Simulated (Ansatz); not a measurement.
Ge:

```
Ge
1.0
     1.48805   -2.59469    0.00000
     1.48805    2.59469    0.00000
     0.00000    0.00000    4.72760
Ge
2
Cartesian
  1.4881 0.8643 1.1819
  1.4881 -0.8643 3.5457
```

This isn't the form of Ge at room conditions, which is diamond.

* Program: Ansatz 0.2.0
* Task: relaxation of cell and atoms
* Functional: BLYP
* Potentials or basis: Ansatz PAW
* Cutoff: 420 eV (not typed: the program's choice for these potentials)
* k mesh: 10 × 10 × 6
* Occupations: fermi-dirac, width 0.05 eV
* Spin: no spin polarisation

At the start: volume 18.25 Å³/atom.

**Question.** Where does the relaxation end?

**Answer.** It ends after 15 steps and the volume is 21.46 Å³/atom (+17.6 %); space group Fmmm (No. 69, to 0.05 Å).

Step by step:
| step | energy change (eV) | largest force (eV/Å) | volume (Å³) |
| --- | --- | --- | --- |
| 1 | 0.0000 | 0.0005 | 36.51 |
| 2 | -0.1856 | 0.0038 | 41.38 |
| 3 | -0.1940 | 0.0055 | 42.45 |
| 4 | -0.1954 | 0.0190 | 42.53 |
| 5 | -0.1978 | 0.0471 | 42.84 |
| 6 | -0.2057 | 0.0702 | 43.34 |
| 7 | -0.2116 | 0.0457 | 43.55 |
| 8 | -0.2208 | 0.0024 | 42.79 |
| 9 | -0.2250 | 0.0032 | 42.73 |
| 10 | -0.2254 | 0.0013 | 42.73 |
| 11 | -0.2254 | 0.0002 | 42.72 |
| 12 | -0.2296 | 0.0003 | 42.72 |
| 13 | -0.2298 | 0.0000 | 42.88 |
| 14 | -0.2298 | 0.0000 | 42.92 |
| 15 | -0.2298 | 0.0000 | 42.92 |

Final structure:
```
Ge
1.0
     1.53458   -2.68525    0.00000
     1.53458    2.68525    0.00000
     0.00000    0.00000    5.20774
Ge
2
Direct
  0.25003 0.74997 0.25000
  0.74997 0.25003 0.75000
```

Caveat: the volume moved by over 15 % at a fixed basis, so the end points are rough; the plane-wave basis is chosen anew once the cell has moved, so the energies of steps on either side of that aren't comparable; the PAW data sets come from PBE, with cores solved anew for the run's functional, which leaves a small shift of forces and pressure.
